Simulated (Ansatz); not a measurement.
**Ge: a film clamped to a substrate**

These are results of DFT PBE, scalar-relativistic, plane waves, PAW in Ansatz 0.2.0, not measurements. Cutoff 420 eV, Γ-centred 18×18×18 k-points, Gaussian smearing of 0.15 eV. No spin polarisation. Energies are free energies at this smearing, counted from the undisturbed cell; pressure is positive in compression.

Zero of the scan (relaxed at this level):

```
Ge
1.0
     0.00000    2.88053    2.88053
     2.88053    0.00000    2.88053
     2.88053    2.88053    0.00000
Ge
2
Cartesian
  2.8805 2.8805 2.8805
  4.3208 4.3208 4.3208
```

The cell (2 atoms, V0 = 47.80 Å³) is strained by p along both x and y and by q along z, fractional coordinates fixed. τp = (1/V0) ∂E/∂p = (σxx + σyy)(1 + p)(1 + q) and τq = (1/V0) ∂E/∂q = σzz(1 + p)², with tension positive.

```
     p q  ΔE (meV/atom)  τp (GPa)  τq (GPa)
 0.000   0.000           0.00     -0.03     -0.01
-0.030   0.000          20.61     -9.57     -2.49
 0.030   0.000          17.19      7.39      1.94
 0.000  -0.030           7.24     -2.49     -3.27
 0.000   0.030           6.65      1.93      2.93
```

Problem. Get the second derivatives of the energy density.

Solution. Central differences give A = ∂τp/∂p = 283 GPa (C11 + C22 + 2 C12), C = ∂τq/∂q = 103 GPa (C33) and the cross term B = ∂τq/∂p = 74 GPa (C13 + C23); ∂τp/∂q = 74 GPa must equal B, and any difference shows higher-order terms. Steps this large leave an error of some per cent of A or C in all of these, which can swamp a small B. The ions are clamped. In a cubic crystal C11 = C = 103, C12 = B/2 = 37 GPa and A should be 2(C11 + C12) = 281 GPa; the bulk modulus is (C11 + 2 C12)/3 = 59 GPa.

Problem. A film of this crystal grows with z along the normal on a substrate that imposes p. How does its thickness respond, and what does the misfit cost?

Solution. Count p and q from the stress-free cell. A free surface needs τq = 0, so q = −(B/C) p = -0.72 p. The energy density left is (A − B²/C) p²/2 = M p², with the biaxial modulus M = 115 GPa; a misfit of 1 % costs 1.71 meV/atom, against 2.11 meV/atom if the thickness were held.

At p = -0.030 the energies along q are 40.2 (q = -0.030), 28.3 (q = -0.015), 20.6 (q = 0.000), 17.0 (q = 0.015), 17.3 (q = 0.030) meV/atom.

Problem. Does the linear rule hold at this misfit?

Solution. A parabola through the lowest point and its neighbours has its minimum at q = 0.021, 16.7 meV/atom. With the stress left in the starting cell, τp0 and τq0, linear elasticity gives q = −(τq0 + Bp)/C = 0.022 and E = V0(τp0 p + τq0 q + Ap²/2 + Bpq + Cq²/2)/N = 15.5 meV/atom. The two agree within a tenth in energy.

The gap closes along the scan, which can put kinks into the curve.

Cost: 11 runs of about 7.9 core-minutes in all, on Intel Xeon Processor @ 2.50GHz (Skylake/Cascade Lake) (shared hosts).

Germanium clamped in the plane relieves misfit by changing its thickness, but by much less than constant volume would require, so most of the elastic cost remains. This reflects the directional sp3 network: tetragonal distortion must bend the tetrahedral bond angles, while volume change mainly stretches or compresses bonds. Compression costs more than equal extension along both strain paths, as expected from the steepening repulsion at short bond lengths. This anharmonicity probably also explains why the scanned minimum at p = -0.030 lies above the linear estimate, although the predicted thickness is nearly unchanged.

Holding the fractional coordinates fixed does no harm here, since symmetry forbids an internal displacement of the two sublattices under strain along the cubic axes. The crystal is softer than real germanium, in line with PBE's tendency to overestimate its bond length and weaken its restoring forces. The response applies to a (001) film; other orientations can bring in shear and sublattice displacements, for which these constants alone are insufficient.
